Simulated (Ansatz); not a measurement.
ZnTe (zinc blende)

Space group F-43m (No. 216); a = 6.066 Å, b = 6.066 Å, c = 6.066 Å, α = 90.00°, β = 90.00°, γ = 90.00°

```csv
atom,site,symmetry,x,y,z
Te,4d,-43m,0.7500,0.7500,0.7500
Zn,4a,-43m,0.0000,0.0000,0.0000
```
(The calculation used a cell of 2 atoms; values per cell refer to that cell.)

Two coordinates are scanned: the volume, and the ratio of the stretch along z (the conventional c axis) to the stretch across it. Atoms keep their fractional coordinates.

Computed with PBEsol (plane waves to 420 eV, PAW, scalar-relativistic; Ansatz, a program for electronic structure). k mesh 9×9×9 (Γ-centred), Fermi-Dirac smearing 0.05 eV. E stands for the smeared free energy. Spin-orbit coupling is left out, though Te is heavy. ZnTe was relaxed with its symmetry unable to fall.

Changes of ΔE (eV/atom) from the point V/V₀ = 1.000, (c/a)/(c/a)₀ = 1.000 when one coordinate moves alone (two changes are said to add if the coupling is within 5 % of the smaller one, nearly so within 20 %):

```tsv
point	change
V/V₀ = 1.000, (c/a)/(c/a)₀ = 0.960	0.00288
V/V₀ = 1.000, (c/a)/(c/a)₀ = 0.980	0.00072
V/V₀ = 0.960, (c/a)/(c/a)₀ = 1.000	0.00757
V/V₀ = 0.980, (c/a)/(c/a)₀ = 1.000	0.00183
V/V₀ = 1.020, (c/a)/(c/a)₀ = 1.000	0.00169
V/V₀ = 1.040, (c/a)/(c/a)₀ = 1.000	0.00651
V/V₀ = 1.000, (c/a)/(c/a)₀ = 1.020	0.00073
V/V₀ = 1.000, (c/a)/(c/a)₀ = 1.040	0.00295
```

**Question.** Do the two effects add at V/V₀ = 1.020, (c/a)/(c/a)₀ = 0.960? Give the computed change.

**Answer.** The sum of the single changes is 0.00169 + (0.00288) = 0.00457; the calculation gives 0.00464, so they add (within 5 % of the smaller single change).

**Question.** Do the two effects add at V/V₀ = 0.960, (c/a)/(c/a)₀ = 0.960? Give the computed change.

**Answer.** The sum of the single changes is 0.00757 + (0.00288) = 0.01045; the calculation gives 0.01027, so the coupling contributes -0.00018 (under 20 % of the smaller single change, nearly additive).

(A scan under strain: stresses follow from slopes of the energy per volume, elastic moduli from its curvatures.)
